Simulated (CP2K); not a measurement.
Runs of CP2K 2026.2 on V. It takes space group Im-3m (No. 229, cubic). Conventional cell: a = 3.029 Å, b = 3.029 Å, c = 3.029 Å, α = 90.00°, β = 90.00°, γ = 90.00°. V (site symmetry m-3m) is surrounded by 8 V at 2.62 Å. 

| task | level | potentials or basis | cell | smearing | EPS_DEFAULT | MIXING METHOD | MIXING ALPHA | NBUFFER | NGRIDS | gap on the mesh (eV) | pressure (GPa) | moment (μB) |
| --- | --- | --- | --- | --- | --- | --- | --- | --- | --- | --- | --- | --- |
| band structure | LDA | GTH_POTENTIALS V GTH-PADE-q13; TZVP-MOLOPT-PBE-GTH basis | as given | fermi-dirac 0.05 eV | 1.0E-9 | PULAY_MIXING | 0.4 | 6 | 5 | none | -16.8 | 0.00 |
| single point | PBE | POTENTIAL_UZH V GTH-PBE-q13; TZVP-MOLOPT-PBE-GTH basis | as given | fermi-dirac 0.05 eV | 1.0E-10 | BROYDEN_MIXING | 0.2 | 10 | 4 | none | -4.6 | 0.00 |
| band structure | PBE | POTENTIAL_UZH V GTH-PBE-q13; TZVP-MOLOPT-PBE-GTH basis | as given | fermi-dirac 0.0259 eV | 1.0E-9 | BROYDEN_MIXING | 0.2 | 10 | 5 | none | (a) | 0.00 |
| single point | PBE | POTENTIAL_UZH V GTH-PBE-q13; TZVP-MOLOPT-PBE-GTH basis | the cell as VASP's run set it | gaussian 0.02 eV | 1.0E-10 | BROYDEN_MIXING | 0.2 | 10 | 4 | none | -4.3 | 0.00 |
| band structure | r2SCAN | POTENTIAL_UZH V GTH-SCAN-q13; TZVP-MOLOPT-SCAN-GTH basis | as given | fermi-dirac 0.05 eV | 1.0E-10 | BROYDEN_MIXING | 0.2 | 10 | 4 | none | -5.5 | (b) |

Alike in all rows: spin collinear, ferromagnetic start; k mesh 12 × 12 × 12.

Question: Fill in the values left out.

Answer: (a) -4.5; (b) 0.60.

Caveats: the basis of atomic orbitals isn't converged, which shifts pressures, moduli and gaps; so large a pressure means that the cell lies far from this level's equilibrium, or that cutoff or potentials fall short (some runs).

A k mesh can miss the band edges.

A gap of «none» marks a metal or a gap under the smearing width.

Not every run made on this cell is shown here.
